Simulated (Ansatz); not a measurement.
The system is ZrC.

```xyz
2
Lattice="0.0000 2.5455 2.5455 2.5455 0.0000 2.5455 2.5455 2.5455 0.0000" Properties=species:S:1:pos:R:3 pbc="T T T"
Zr    2.5455    2.5455    2.5455
C     3.8183    3.8183    3.8183
```

The cell was built by a generator and needn't be a form met in nature.

```yaml
Program: Ansatz 0.2.0
Task: relaxation of cell and atoms
Functional: B3LYP
Potentials_or_basis: Ansatz PAW
Cutoff: "420 eV (not typed: the program's choice for these potentials)"
k_mesh: 5 × 5 × 5
Occupations: fermi-dirac, width 0.05 eV
Spin: no spin polarisation
```

At the start: volume 16.49 Å³/atom.

Problem. Where does the relaxation end?

Solution. It ends after 4 steps and the volume is 16.78 Å³/atom (+1.7 %); space group F-43m (No. 216, to 0.05 Å).

The path:
| step | energy change (eV) | largest force (eV/Å) | volume (Å³) |
| --- | --- | --- | --- |
| 1 | 0.0000 | 0.0000 | 32.99 |
| 2 | -0.0028 | 0.0000 | 33.81 |
| 3 | -0.0040 | 0.0000 | 33.56 |
| 4 | -0.0047 | 0.0000 | 33.56 |

Final structure:
```
CELL_PARAMETERS angstrom
0.00000 2.56013 2.56013
2.56013 0.00000 2.56013
2.56013 2.56013 0.00000
ATOMIC_POSITIONS crystal
Zr 0.50000 0.50000 0.50000
C 0.75000 0.75000 0.75000
```

Caveat: the k mesh is coarse (spacing up to 0.43 Å⁻¹), so the values aren't converged, least of all with exact exchange; the plane-wave basis is chosen anew once the cell has moved, so the energies of steps on either side of that aren't comparable; the PAW data sets come from PBE, with cores solved anew for the run's functional, which leaves a small shift of forces and pressure.
